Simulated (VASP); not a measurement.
Runs of VASP 6.6.1 on KTaO3. Symmetry: Pm-3m, No. 221, cubic system. The conventional cell has a = 3.988 Å, b = 3.988 Å, c = 3.988 Å, α = 90.00°, β = 90.00°, γ = 90.00°. K (site symmetry m-3m) has 12 O at 2.82 Å as nearest neighbours. Around Ta (site symmetry m-3m) lie 6 O at 1.99 Å. O (site symmetry 4/mmm) has 2 Ta at 1.99 Å as nearest neighbours. 

```csv
level,potentials or basis,k mesh,cutoff (eV),further INCAR settings,gap on the mesh (eV),pressure (GPa)
PBEsol,"VASP PAW PBE potentials, release 64 (K_pv, Ta, O)",6 × 6 × 6,500,ALGO = Fast; EDIFF = 1e-07,(a),1.2
PBE,"VASP PAW PBE potentials, release 64 (K_sv, Ta_pv, O)",6 × 6 × 6,520,ALGO = Fast; EDIFF = 1e-07,2.17,6.1
r2SCAN,"VASP PAW PBE potentials, release 64 (K_sv, Ta_pv, O)",6 × 6 × 6,520,ALGO = Normal; EDIFF = 1e-07,2.60,1.2
PBEsol,"VASP PAW PBE potentials, release 64 (K_sv, Ta_pv, O)",6 × 6 × 6,600,ALGO = Fast; EDIFF = 1e-07,2.09,0.1
PBEsol,"VASP PAW PBE potentials, release 64 (K_sv, Ta_pv, O)",8 × 8 × 8,520,ALGO = Fast; EDIFF = 1e-07,(b),0.3
PBEsol,"VASP PAW PBE potentials, release 64 (K_sv, Ta_pv, O)",6 × 6 × 6,700,ALGO = Fast; EDIFF = 1e-07,2.09,0.1
```

Alike in all rows: task electric field gradients; no spin polarisation; cell as given; smearing fermi-dirac 0.02 eV.

Fill in the values left out.

(a) 2.03; (b) 2.08.

Caveats: spin-orbit coupling is left out, which moves the levels of the heavy elements; the PAW data sets were made with another functional, which shifts forces and pressure a little (some runs).

A k mesh can miss the band edges, and the runs leave out spin-orbit coupling on Ta.

The runs don't all hold the same shells in valence.
